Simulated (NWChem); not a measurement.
# TaN (Fm-3m) in NWChem: further runs

The runs below take TaN through single point, with PBE.

Everything below comes from runs of NWChem 7.2.2. Logs are shortened: lines on timing, memory, paths and dates and some standing lists are left out, and cuts for length are marked.

### Step 1. Starting point

The structure is cubic, space group Fm-3m (No. 225). The conventional cell has a = 4.358 Å, b = 4.358 Å, c = 4.358 Å, α = 90.00°, β = 90.00°, γ = 90.00°. Around Ta (site symmetry m-3m) lie 6 N at 2.18 Å. Around N (site symmetry m-3m) lie 6 Ta at 2.18 Å.

### Step 2. Single point, PBE

Contents of tan.nw:

```
start tan
title "TaN scf"
memory heap 1500 mb stack 500 mb global 100 mb
geometry units angstrom nocenter noautosym noautoz print
  system crystal
    lattice_vectors
         0.0000000000    2.1790013100    2.1790013100
         2.1790013100    0.0000000000    2.1790013100
         2.1790013100    2.1790013100    0.0000000000
  end
  Ta -0.5000000000 -0.5000000000 -0.5000000000
  N   0.0000000000  0.0000000000  0.0000000000
end
nwpw
  simulation_cell
    ngrid 30 30 30
  end
  xc pbe96
  cutoff 50.0
  ewald_ncut 8
  ewald_rcut 3.0
  monkhorst-pack 2 2 2
  smear 0.0018375 fermi orbitals 8
  scf pulay alpha 0.3 iterations 5 outer_iterations 1
  loop 10 10
  tolerances 1e-08 1e-08
end
set includestress .true.
task band gradient
```

Potentials or basis: NWChem's default library (pspw_default).

Command:

```bash
nwchem tan.nw > tan.out
```

tan.out:

```text
Northwest Computational Chemistry Package (NWChem) 7.2.2
             --------------------------------------------------------

                                NWChem Input Module
                                -------------------

                                      TaN scf
                                      -------

                             Geometry "geometry" -> ""
                             -------------------------

 Output coordinates in angstroms (scale by  1.889725989 to convert to a.u.)

  No.       Tag          Charge          X              Y              Z
 ---- ---------------- ---------- -------------- -------------- --------------
    1 Ta                  73.0000     2.17900131     2.17900131     2.17900131
    2 N                    7.0000     0.00000000     0.00000000     0.00000000

      Lattice Parameters
      ------------------

      lattice vectors in angstroms (scale by  1.889725989 to convert to a.u.)

      a1=<   0.000   2.179   2.179 >
      a2=<   2.179   0.000   2.179 >
      a3=<   2.179   2.179   0.000 >
      a=       3.082 b=      3.082 c=       3.082
      alpha=  60.000 beta=  60.000 gamma=  60.000
      omega=    20.7

      reciprocal lattice vectors in a.u.

      b1=<  -0.763   0.763   0.763 >
      b2=<   0.763  -0.763   0.763 >
      b3=<   0.763   0.763  -0.763 >

      Atomic Mass
      -----------

      Ta               180.948000
      N                 14.003070

          **********************************************************
[... 12 lines left out ...]
          **********************************************************
          ================ input data ========================
 Generating 1d pseudopotential for Ta

 Generated formatted_filename: ./Ta.cpp
 Generating 1d pseudopotential for N

 Generated formatted_filename: ./N.cpp
 random planewave guess, initial psi:tan.movecs
-   spin, nalpha, nbeta: 1   13    0

 input psi filename:./tan.movecs

 options:
      boundary conditions  = periodic    (version3)
      electron spin        = restricted
      exchange-correlation = PBE96 (White and Bird) parameterization

 elements involved in the cluster:
      1: Ta  core charge: 5.0  lmax=2
             comment    : Troullier-Martins pseudopotential
             pseudpotential type            :   0
             highest angular component      :   2
             local potential used           :   0
             number of non-local projections:   8
             semicore corrections included  :  1.960 (radius)  3.797 (charge)
             cutoff =   2.483   3.229   2.333
      2: N   core charge: 5.0  lmax=2
             comment    : Hamann pseudopotential
             pseudpotential type            :   0
             highest angular component      :   2
             local potential used           :   2
             number of non-local projections:   4
             cutoff =   0.700   0.700   0.700

 total charge:   0.000

 atomic composition:
     Ta  :  1     N   :  1

 number of electrons: spin up=    5.00  spin down=    5.00 (Fourier space)
 number of orbitals:  spin up=      13  spin down=      13 (Fourier space)

 supercell:
      lattice:    a1=<   0.000   4.118   4.118 >
                  a2=<   4.118   0.000   4.118 >
                  a3=<   4.118   4.118   0.000 >
      reciprocal: b1=<  -0.763   0.763   0.763 >
                  b2=<   0.763  -0.763   0.763 >
                  b3=<   0.763   0.763  -0.763 >
      lattice:    a=       5.823 b=      5.823 c=       5.823
                  alpha=  60.000 beta=  60.000 gamma=  60.000
                  omega=       139.6

      Ewald summation: cut radius=    3.00  and  8
                       Madelung Wigner-Seitz=    1.79174723 (alpha=    2.88828212 rs= 3.21837606)

 brillouin zone:
      number of zone points:     4 (reduced from 4 zone points without symmetry)
      weight=   0.250  ks=<   0.250   0.250   0.250 >, k=<   0.191   0.191   0.191>
      weight=   0.250  ks=<  -0.250   0.250   0.250 >, k=<   0.572  -0.191  -0.191>
      weight=   0.250  ks=<   0.250  -0.250   0.250 >, k=<  -0.191   0.572  -0.191>
      weight=   0.250  ks=<   0.250   0.250  -0.250 >, k=<  -0.191  -0.191   0.572>

 computational grids:
      density     cutoff=100.000  fft=  30x  30x  30(     6615 waves     6615 per task)
      wavefnc   1 cutoff= 50.000  fft=  30x  30x  30(     2370 waves     2370 per task)
      wavefnc   2 cutoff= 50.000  fft=  30x  30x  30(     2358 waves     2358 per task)
      wavefnc   3 cutoff= 50.000  fft=  30x  30x  30(     2358 waves     2358 per task)
      [... further points ...]

[... 8 lines left out ...]
      scf algorithm        = Johnson-Pulay mixing (15 histories)
      scf mixing type      = density
      scf mixing parameter = 0.3000
      Kerker damping       = 0.0000

[... 8 lines left out ...]
    iter.           Energy         DeltaE       DeltaRho        DeltaV
    ---------------------------------------------------------------------
       1   -0.1198936958E+02   -0.64911E+01    0.36614E+00    0.10171E+01
       2   -0.1571938220E+02   -0.37300E+01    0.14243E+00    0.16094E+00
       3   -0.1639016921E+02   -0.67079E+00    0.25003E-01    0.46176E-01
       4   -0.1661789147E+02   -0.22772E+00    0.45365E-02    0.69396E-02
       5   -0.1661777719E+02    0.11428E-03    0.28611E-02    0.52503E-02
       6   -0.1664727590E+02   -0.29499E-01    0.85880E-05    0.47109E-03
[... 12 lines left out ...]
      19   -0.1664944534E+02    0.17189E-07    0.11730E-12    0.59073E-11
      20   -0.1664944534E+02   -0.13173E-09    0.15887E-11    0.12864E-10
    - Writing fractional density.
      Filename:./tan.rho
  *** tolerance ok.    iteration terminated.

          =============  summary of results  =================

 number of electrons: spin up=    5.00000  down=    5.00000 (real space)

 total     energy    :  -0.1664944534E+02 (   -0.83247E+01/ion)
 total orbital energy:   0.3092860616E+01
 hartree   energy    :   0.2184238288E+01
 exc-corr  energy    :  -0.6092241339E+01
 ion-ion   energy    :  -0.1722616306E+02 (   -0.86131E+01/ion)
 smearing  energy    :  -0.8017995735E-03

 K.S. kinetic energy :   0.1157944607E+02
 K.S. V_l  energy    :  -0.2865174685E+01
 K.S. V_nl energy    :  -0.4228767490E+01
 K.S. V_Hart energy  :   0.4368476576E+01
 K.S. V_xc energy    :  -0.5761156771E+01
 K.S. V_so energy    :   0.0000000000E+00
 Virial Coefficient  :  -0.7329040021E+00

 Fermi energy =     0.5926993E+00 (  16.128eV)

 Brillouin zone point:      1
    weight=  0.250000
    k     =<   0.250   0.250   0.250> . <b1,b2,b3>
          =<   0.191   0.191   0.191>

 orbital energies:
     0.1114778E+01 (  30.335eV) occ=0.000
     0.7776309E+00 (  21.161eV) occ=0.000
     0.7623409E+00 (  20.745eV) occ=0.000
     0.7623405E+00 (  20.745eV) occ=0.000
     0.5950049E+00 (  16.191eV) occ=0.222
     0.5950044E+00 (  16.191eV) occ=0.222
     0.5922844E+00 (  16.117eV) occ=0.556
     0.3752330E+00 (  10.211eV) occ=1.000
     0.3752315E+00 (  10.211eV) occ=1.000
     0.3213300E+00 (   8.744eV) occ=1.000
    -0.5147286E-01 (  -1.401eV) occ=1.000

 Brillouin zone point:      2
    weight=  0.250000
    k     =<  -0.250   0.250   0.250> . <b1,b2,b3>
          =<   0.572  -0.191  -0.191>

 orbital energies:
     0.9832901E+00 (  26.757eV) occ=0.000
     0.9272901E+00 (  25.233eV) occ=0.000
     0.8109796E+00 (  22.068eV) occ=0.000
     0.7960164E+00 (  21.661eV) occ=0.000
     0.7080333E+00 (  19.267eV) occ=0.000
     0.7048446E+00 (  19.180eV) occ=0.000
     0.5388021E+00 (  14.662eV) occ=1.000
     0.3737065E+00 (  10.169eV) occ=1.000
     0.3409399E+00 (   9.278eV) occ=1.000
     0.2884869E+00 (   7.850eV) occ=1.000
    -0.1797887E-01 (  -0.489eV) occ=1.000

 Brillouin zone point:      3
    weight=  0.250000
    k     =<   0.250  -0.250   0.250> . <b1,b2,b3>
          =<  -0.191   0.572  -0.191>

 orbital energies:
     0.9832901E+00 (  26.757eV) occ=0.000
     0.9272901E+00 (  25.233eV) occ=0.000
     0.8109796E+00 (  22.068eV) occ=0.000
     0.7960164E+00 (  21.661eV) occ=0.000
     0.7080332E+00 (  19.267eV) occ=0.000
     0.7048447E+00 (  19.180eV) occ=0.000
     0.5388020E+00 (  14.662eV) occ=1.000
     0.3737064E+00 (  10.169eV) occ=1.000
     0.3409399E+00 (   9.278eV) occ=1.000
     0.2884872E+00 (   7.850eV) occ=1.000
    -0.1797889E-01 (  -0.489eV) occ=1.000

 Brillouin zone point:      4
    weight=  0.250000
    k     =<   0.250   0.250  -0.250> . <b1,b2,b3>
          =<  -0.191  -0.191   0.572>

 orbital energies:
     0.9832897E+00 (  26.757eV) occ=0.000
     0.9272903E+00 (  25.233eV) occ=0.000
     0.8109796E+00 (  22.068eV) occ=0.000
     0.7960165E+00 (  21.661eV) occ=0.000
     0.7080337E+00 (  19.267eV) occ=0.000
     0.7048444E+00 (  19.180eV) occ=0.000
     0.5388023E+00 (  14.662eV) occ=1.000
     0.3737072E+00 (  10.169eV) occ=1.000
     0.3409399E+00 (   9.278eV) occ=1.000
     0.2884856E+00 (   7.850eV) occ=1.000
    -0.1797883E-01 (  -0.489eV) occ=1.000

 Total BAND energy   :  -0.1664944534E+02

========================
= Gradient calculation =
========================

Translation force removed: (   -0.00000    0.00000   -0.00000)

          =============  Ion Gradients =================
 Ion Forces:
        1 Ta   (    0.00000   -0.00000   -0.00000 )
        2 N    (   -0.00000    0.00000    0.00000 )
        C.O.M. (    0.00000    0.00000    0.00000 )
          ===============================================
          |F|       =   0.201060E-05
          |F|/nion  =   0.100530E-05
          max|Fatom|=   0.200460E-05 (   0.000eV/Angstrom)

 Generated formatted_stress_filename: ./Ta.cpp2

 Generated formatted_stress_filename: ./N.cpp2

======================
= Stress calculation =
======================

          ============= total gradient ==============
      S =  (   -0.05463    0.02491    0.02491 )
           (    0.02491   -0.05463    0.02491 )
           (    0.02491    0.02491   -0.05463 )
          ===================================================
          |S|      = 0.11259E+00

       dE/da     =     0.03523
       dE/db     =     0.03522
       dE/dc     =     0.03523
       dE/dalpha =     0.19481
       dE/dbeta  =     0.19480
       dE/dgamma =     0.19482

 output psi filename:./tan.movecs
```

It took 26 s on 1 thread of Arm Neoverse V1, shared host; peak memory 0.12 GiB.

These settings aren't checked as converged: the numbers below hold their error.

What came out:

```
Free energy : -453.0763 eV
Pressure    : -43.2 GPa
```

Caveat: the k mesh is coarse (spacing up to 1.25 Å⁻¹), so the values aren't converged; potentials of this library can shift pressures by several GPa and gaps by up to half an eV, enough to turn an indirect gap into a direct one; a pressure of tens of GPa on the cell as given is suspect, and the run, the potentials or the cell itself is likely at fault; without spin the log's total energy holds half of the entropy term, while the free energy listed holds all of it; the shifted mesh breaks the cell's symmetry.

### Step 3. Single point, PBE

tan.nw: that of step 2 with these lines changed.

```diff
@@ -21,2 +21,6 @@
   ewald_rcut 3.0
+  pseudopotentials
+    N library TM
+    Ta library TM
+  end
   monkhorst-pack 2 2 2
```

Potentials or basis: NWChem's TM library (Troullier-Martins).

Command:

```bash
nwchem tan.nw > tan.out
```

tan.out:

```text
Northwest Computational Chemistry Package (NWChem) 7.2.2
             --------------------------------------------------------

                                NWChem Input Module
                                -------------------

                                      TaN scf
                                      -------

                             Geometry "geometry" -> ""
                             -------------------------

 Output coordinates in angstroms (scale by  1.889725989 to convert to a.u.)

  No.       Tag          Charge          X              Y              Z
 ---- ---------------- ---------- -------------- -------------- --------------
    1 Ta                  73.0000     2.17900131     2.17900131     2.17900131
    2 N                    7.0000     0.00000000     0.00000000     0.00000000

      Lattice Parameters
      ------------------

      lattice vectors in angstroms (scale by  1.889725989 to convert to a.u.)

      a1=<   0.000   2.179   2.179 >
      a2=<   2.179   0.000   2.179 >
      a3=<   2.179   2.179   0.000 >
      a=       3.082 b=      3.082 c=       3.082
      alpha=  60.000 beta=  60.000 gamma=  60.000
      omega=    20.7
[... 233 lines left out ...]
     0.3747260E+00 (  10.197eV) occ=1.000
     0.3421027E+00 (   9.309eV) occ=1.000
     0.2896422E+00 (   7.882eV) occ=1.000
    -0.1614056E-01 (  -0.439eV) occ=1.000

 Total BAND energy   :  -0.1714701441E+02

========================
= Gradient calculation =
========================

Translation force removed: (   -0.00000    0.00000   -0.00000)

          =============  Ion Gradients =================
 Ion Forces:
        1 Ta   (    0.00000   -0.00000   -0.00000 )
        2 N    (   -0.00000    0.00000    0.00000 )
        C.O.M. (   -0.00000    0.00000   -0.00000 )
          ===============================================
          |F|       =   0.488137E-05
          |F|/nion  =   0.244069E-05
          max|Fatom|=   0.486682E-05 (   0.000eV/Angstrom)

 Generated formatted_stress_filename: ./Ta.cpp2

 Generated formatted_stress_filename: ./N.cpp2

======================
= Stress calculation =
======================

          ============= total gradient ==============
      S =  (   -0.05417    0.02433    0.02433 )
           (    0.02433   -0.05416    0.02433 )
           (    0.02433    0.02433   -0.05416 )
          ===================================================
          |S|      = 0.11114E+00

       dE/da     =     0.03440
       dE/db     =     0.03441
       dE/dc     =     0.03440
       dE/dalpha =     0.19313
       dE/dbeta  =     0.19315
       dE/dgamma =     0.19317

 output psi filename:./tan.movecs
```

Run time: 27 s. Hardware: 1 thread of Arm Neoverse V1, shared host; peak memory 0.12 GiB.

The run converged, but some of its settings lie outside the range that counts as converged, so its numbers aren't taken as properties of the crystal.

Results:

- Free energy: -466.6162 eV

Caveat: the k mesh is coarse (spacing up to 1.25 Å⁻¹), so the values aren't converged; a pressure of tens of GPa on the cell as given is suspect, and the run, the potentials or the cell itself is likely at fault; without spin the log's total energy holds half of the entropy term, while the free energy listed holds all of it; the sharp model cores of these files make energy and pressure jump with the FFT grid, by tens of meV per atom and several GPa; the shifted mesh breaks the cell's symmetry.

### Step 4. Single point, PBE

tan.nw: that of step 3 with these lines changed.

```diff
@@ -15,12 +15,8 @@
   simulation_cell
-    ngrid 30 30 30
+    ngrid 32 32 32
   end
   xc pbe96
-  cutoff 50.0
+  cutoff 65.0
   ewald_ncut 8
   ewald_rcut 3.0
-  pseudopotentials
-    N library TM
-    Ta library TM
-  end
   monkhorst-pack 2 2 2
```

Potentials or basis: NWChem's default library (pspw_default).

Command:

```bash
nwchem tan.nw > tan.out
```

Run time: 34 s. Hardware: 1 thread of Arm Neoverse V1, shared host; peak memory 0.13 GiB.

The run converged, but some of its settings lie outside the range that counts as converged, so its numbers aren't taken as properties of the crystal.

Results:

```
Free energy : -453.1438 eV
Pressure    : -41.3 GPa
```

Caveat: the k mesh is coarse (spacing up to 1.25 Å⁻¹), so the values aren't converged; potentials of this library can shift pressures by several GPa and gaps by up to half an eV, enough to turn an indirect gap into a direct one; a pressure of tens of GPa on the cell as given is suspect, and the run, the potentials or the cell itself is likely at fault; without spin the log's total energy holds half of the entropy term, while the free energy listed holds all of it; the shifted mesh breaks the cell's symmetry.

### Step 5. Single point, PBE

tan.nw: that of step 4 with these lines changed.

```diff
@@ -15,6 +15,6 @@
   simulation_cell
-    ngrid 32 32 32
+    ngrid 36 36 36
   end
   xc pbe96
-  cutoff 65.0
+  cutoff 84.0
   ewald_ncut 8
```

Command:

```bash
nwchem tan.nw > tan.out
```

Run time: 54 s. Hardware: 1 thread of Arm Neoverse V1, shared host; peak memory 0.16 GiB.

These settings aren't checked as converged: the numbers below hold their error.

What came out:

* Free energy: -453.1482 eV
* Pressure: -41.0 GPa

Caveat: the k mesh is coarse (spacing up to 1.25 Å⁻¹), so the values aren't converged; potentials of this library can shift pressures by several GPa and gaps by up to half an eV, enough to turn an indirect gap into a direct one; a pressure of tens of GPa on the cell as given is suspect, and the run, the potentials or the cell itself is likely at fault; without spin the log's total energy holds half of the entropy term, while the free energy listed holds all of it; the shifted mesh breaks the cell's symmetry.

### Step 6. Single point, PBE

tan.nw: that of step 5 with these lines changed.

```diff
@@ -15,9 +15,9 @@
   simulation_cell
-    ngrid 36 36 36
+    ngrid 32 32 32
   end
   xc pbe96
-  cutoff 84.0
+  cutoff 65.0
   ewald_ncut 8
   ewald_rcut 3.0
-  monkhorst-pack 2 2 2
+  monkhorst-pack 3 3 3
   smear 0.0018375 fermi orbitals 8
@@ -26,2 +26,6 @@
   tolerances 1e-08 1e-08
+  band_dplot
+    density total rho.cube
+    elf restricted elf.cube
+  end
 end
@@ -29 +33,2 @@
 task band gradient
+task band band_dplot
```

Potentials or basis: NWChem's default library (pspw_default).

Command:

```bash
nwchem tan.nw > tan.out
```

It took 1.7 min on 1 thread of Arm Neoverse V1, shared host; peak memory 0.24 GiB.

The run converged, but runs of this kind are known to go wrong with this program or these potentials, so none of its numbers is taken as a property of the crystal.

Caveat: the k mesh is coarse (spacing up to 0.83 Å⁻¹), so the values aren't converged; potentials of this library can shift pressures by several GPa and gaps by up to half an eV, enough to turn an indirect gap into a direct one; pressure or fitted volume lies far from what this level gives elsewhere, a sign that the library's potentials don't suit this solid or that the mesh is far too thin; a pressure of tens of GPa on the cell as given is suspect, and the run, the potentials or the cell itself is likely at fault; without spin the log's total energy holds half of the entropy term, while the free energy listed holds all of it.
